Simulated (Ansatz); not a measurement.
# Nb(100) / 1 layer Pb(100) / Nb(100): resistance against film thickness, part 3 of 3

How does the resistance across the layers grow with the film in Nb(100) / 1 layer Pb(100) / Nb(100)?

Ansatz 0.2.0; Ansatz plane-wave DFT, PBEsol, PAW files; ballistic transport by layer matching (Landauer), zero bias; PAW set soft_1 (the session's first sound run).

So far. Step 6 (With 9 layers, k-mesh 11×11×1, film layers 9): The conductance of the junction is 4.1e14 S/m², 6.6 % over the 3.8e14 S/m² of the last finished run, within the error estimates, leads' steps apart, of 10 and 12 %. The estimate from the leads' steps, 304 %, is larger still.

### 8. With 3 layers

A repeat with a changed input, to see how far the result depends on it.

This step: Ansatz plane-wave DFT, PBEsol, PAW files; ballistic transport by layer matching (Landauer), zero bias; changed: output.transmission.kmesh = [33, 33], output.transmission.e_range = [0, 2], output.transmission.de = 0.05; PAW set soft_1 (Ansatz 0.2.0).

System of this step: Nb(100) / 3 layers Pb(100) / Nb(100). The cell holds 14 atoms: 11 Nb and 3 Pb. Its edges and angles: a = 3.306 Å, b = 3.306 Å, c = 26.510 Å, α = 90.0°, β = 90.0°, γ = 90.0°. It derives from Nb and Pb. Regions: lead, 11 atoms (11 Nb); films, 3 atoms (3 Pb). The structure is stacked along c, and the current runs across the ab planes.

input.yaml reads:

```yaml
crystal:
  lattice:
    - [3.3063, 0.0, 0.0]
    - [0.0, 3.3063, 0.0]
    - [0.0, 0.0, 26.5100075828]
  atoms:
    - { symbol: Nb, position: [0.0, 0.0, 0.0311797346] }
    - { symbol: Nb, position: [0.5, 0.5, 0.0935392037] }
    - { symbol: Nb, position: [0.0, 0.0, 0.1558986729] }
    - { symbol: Nb, position: [0.5, 0.5, 0.218258142] }
    - { symbol: Nb, position: [0.0, 0.0, 0.2806176112] }
    - { symbol: Pb, position: [0.5, 0.5, 0.364138319] }
    - { symbol: Pb, position: [0.0, 0.0, 0.4688202654] }
    - { symbol: Pb, position: [0.5, 0.5, 0.5735022119] }
    - { symbol: Nb, position: [0.0, 0.0, 0.6570229197] }
    - { symbol: Nb, position: [0.5, 0.5, 0.7193823888] }
    - { symbol: Nb, position: [0.0, 0.0, 0.781741858] }
    - { symbol: Nb, position: [0.5, 0.5, 0.8441013271] }
    - { symbol: Nb, position: [0.0, 0.0, 0.9064607963] }
    - { symbol: Nb, position: [0.5, 0.5, 0.9688202654] }
kpoints:
  mp_grid: { grid: [11, 11, 1] }
hamiltonian:
  xc: pbesol
  pseudopotentials: { kind: paw, azcp: { folder: soft_1 }, xc_functional: pbe }
scf:
  occupations: { method: fermi_dirac, width: 0.1 }
output:
  transmission: { leads: [[0, 1]], kmesh: [33, 33], e_range: [0, 2], de: 0.05 }
  write_potential: true
  write_density: true
  volumetric_format: npy
```

Started as:

```console
ansatz run input.yaml --threads 4 --pin off --max-ram 8192MiB --backend cpu --events-out ev --progress --plain --runs-dir out
```

Numbers of over 12 decimals in the logs are rounded to 6 here.

Log:

```text
[...]
Crystal: 14 atoms, lattice volume = 289.797 Å³
Basis set: ecut = 420 eV, 5729 PW (Γ)
Bands: 111, of which v1, the nominal top of the filled ones, is band 93 counted from 1 (92 counted from 0)
Symmetry: 16 space group operations
[...]
k-points: 21 of 121
[...]
SCF iter   1: F=—  HF=-84742.489444 eV  |F-HF|=—  |Δ(HF+E_count)|=         —  Δρ=7.93e-2  dr2=7.58e2  ethr=3.10e-3  ⟨swp⟩=6.6  Hψ=9344  notcnv=0
[...]
SCF iter  10: F=-84720.630131 eV  HF=-84720.630131 eV  |F-HF|=9.75e-9  |Δ(HF+E_count)|=   5.02e-8  Δρ=2.08e-6  dr2=2.07e-8  ethr=5.41e-11  ⟨swp⟩=15.3  Hψ=10471  notcnv=0
SCF 1 converged in 10 iterations: F = -84720.630131 eV  dr2 = 2.07e-8
[...]
transmission: 705 of 7038 steps passed
transmission: 1411 of 7038 steps passed
[...]
transmission: 7038 of 7038 steps passed
SCF converged after 10 iterations
Free energy (F): -84720.630131 eV
[...]
Internal energy: -84720.049136 eV  (E = F + TS)
E sigma→0 (E₀):  -84720.339634 eV
Entropy (-TS):   -0.580995 eV (-41.500 meV/atom)
Fermi energy:    15.569535 eV
[...]
--- Band table (eV; the first three rows and the last of 21) ---
  k-point 0: bands = [... 89 lower, 15.9101, 15.9688, 16.0913, 16.0913, 16.1257, 16.1694, 16.4297, 16.4427, ... 14 higher]
  k-point 1: bands = [... 89 lower, 15.8680, 15.8886, 15.9216, 15.9534, 16.1495, 16.3176, 16.5695, 16.7576, ... 14 higher]
  k-point 2: bands = [... 89 lower, 15.5834, 15.6552, 15.6583, 15.7834, 16.0046, 16.0824, 16.5427, 16.6617, ... 14 higher]
  k-point 20: bands = [... 89 lower, 14.9580, 15.1041, 15.1591, 15.2837, 15.9163, 16.0299, 16.3354, 16.5060, ... 14 higher]
--- Transmission ---
  basis      : 97 plane waves across, 46 finite elements along
  points     : 153, standing for a mesh of 33 x 33
[...]
channels       : 2.682277e0 a spin
    conductance    : none, the energies end too early or step too widely for 300 K: set another output.transmission.e_range or a lower de, or, where they end at an eighth of basis.ecutwfc, a higher one
  junction   : crystal 0 to crystal 0, -0.70 to 24.16 Å
    transmission   : 6.464954e-1 a spin
[...]
```

It took 4.1 min on 4 threads of Intel Xeon Platinum 8375C at 2.90GHz (Ice Lake), shared host; peak memory 1.3 GiB; 15 min of CPU time.

This step gave:

```
free energy                  : -84720.6301 eV
energy at zero smearing      : -84720.3396 eV
Fermi energy                 : 15.57 eV
step of the lead's potential : 9.5 meV
```

Per spin. Transmission, zone mean against energy, zero at the Fermi level:

energy (eV), transmission, zone mean and a bar from the least value:
```
    0.000      0.646 ##############################
    0.050      0.588 ##########################
    0.100      0.505 #####################
    0.150      0.444 #################
    0.200      0.390 ##############
    0.250      0.336 ##########
    0.300      0.326 #########
    0.400      0.308 ########
    0.450      0.318 #########
    0.500      0.311 ########
    0.550      0.288 #######
    0.600      0.299 ########
    0.650      0.275 ######
    0.700      0.227 ###
    0.750      0.208 ##
    0.800      0.196 #
    0.850      0.213 ##
    0.900      0.243 ####
    0.950      0.238 ####
    1.050      0.295 #######
    1.100      0.308 ########
    1.150      0.317 #########
    1.200      0.311 ########
    1.250      0.297 ########
    1.300      0.286 #######
    1.350      0.287 #######
    1.400      0.280 ######
    1.450      0.268 ######
    1.500      0.237 ####
    1.550      0.213 ##
    1.600      0.179 
    1.700      0.198 #
    1.750      0.195 #
    1.800      0.191 #
    1.850      0.196 #
    1.900      0.210 ##
    1.950      0.231 ###
    2.000      0.241 ####
```

With these settings the solved energies don't cover or resolve the Fermi function, so the program prints no conductance.

### 9. What came out

| Property | Result |
| --- | --- |
| area resistance, 1 layer | 1.98 fΩ m² |
| area resistance, 3 layers | 1.73 fΩ m² |
| area resistance, 5 layers | 1.76 fΩ m² |
| area resistance, 7 layers | 2.10 fΩ m² |
| area resistance, 9 layers | 1.94 fΩ m² |

The stack adds 2.0 fΩ m² with 1 layer and 1.9 fΩ m² with 9. From 3 layers on no step exceeds the two runs' error estimates together, as expected where only the two interfaces scatter; half the mean, 0.94 fΩ m², is a rough coherent figure for one interface. Atoms sit on ideal sites and aren't relaxed. Spin-orbit coupling is left out, which matters for Pb. The program's error estimates for the conductances, leads' steps apart, run from 8.5 to 12 %. The program's estimate of the error from the leads' steps alone runs to 416 %, although the steps are small; only longer leads would test it. Pb(100) is compressed by 5.6 % in plane to fit Nb(100).

[Logs are printed without paths, hosts, clocks, repeated set-up lines and the standing remarks that a program may print on its own settings, such as how far it seeks lower states.]

[Hosts, paths, dates, database ids (printed as entryN), source tags and the programs' standing remarks are cut or masked in the printed files.]
